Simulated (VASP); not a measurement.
A run of VASP 6.6.1 is set up as follows.

INCAR

```
  PREC = Accurate
  ENCUT = 600
  EDIFF = 1E-6
  ISMEAR = -1
  SIGMA = 0.05
  LREAL = F
  LASPH = T
  NELM = 80
  ALGO = Normal
  ISIF = 3
  LWAVE = F
  LCHARG = F
  GGA = BO
  LUSE_VDW = T
  AGGAC = 0.0
  PARAM1 = 0.1833333333
  PARAM2 = 0.22
  IBRION = 2
  NSW = 40
  EDIFFG = -0.005
```

KPOINTS

```
regular mesh
0
Gamma
  12 12 12
```

File POSCAR:

```
W
1.0
   -1.5823450000      1.5823450000      1.5823450000
    1.5823450000     -1.5823450000      1.5823450000
    1.5823450000      1.5823450000     -1.5823450000
W
1
Direct
    0.0000000000      0.0000000000      0.0000000000
```

Potentials or basis: VASP PAW PBE potentials, release 64 (W_sv).

Launch:

```console
$ cat potpaw_PBE.64/W_sv/POTCAR > POTCAR
$ mpirun -np 1 vasp_std > vasp.out
```

Q: What does it give for the relaxed volume?

A: 16.15 Å³/atom.

Q: Estimate the space group after relaxing (to 0.05 Å).

A: Im-3m (No. 229).

Q: Predict the band gap on the k mesh.

A: None (metal or under the smearing width).

Q: What does it give for the relaxed cell?

A: a = 2.758 Å, b = 2.758 Å, c = 2.758 Å, α = 109.47°, β = 109.47°, γ = 109.47°.

Step by step:
```csv
step,energy change (eV),largest force (eV/Å),pressure (GPa),volume (Å³)
1,0.0000,0.0000,5.96,15.85
2,0.0555,0.0000,-17.10,17.24
3,-0.0056,0.0000,-0.16,16.16
4,-0.0056,0.0000,-0.02,16.15
```

Caveat: the PAW data sets were made with another functional, which shifts forces and pressure a little. Zero-point motion and thermal expansion aren't in these numbers.
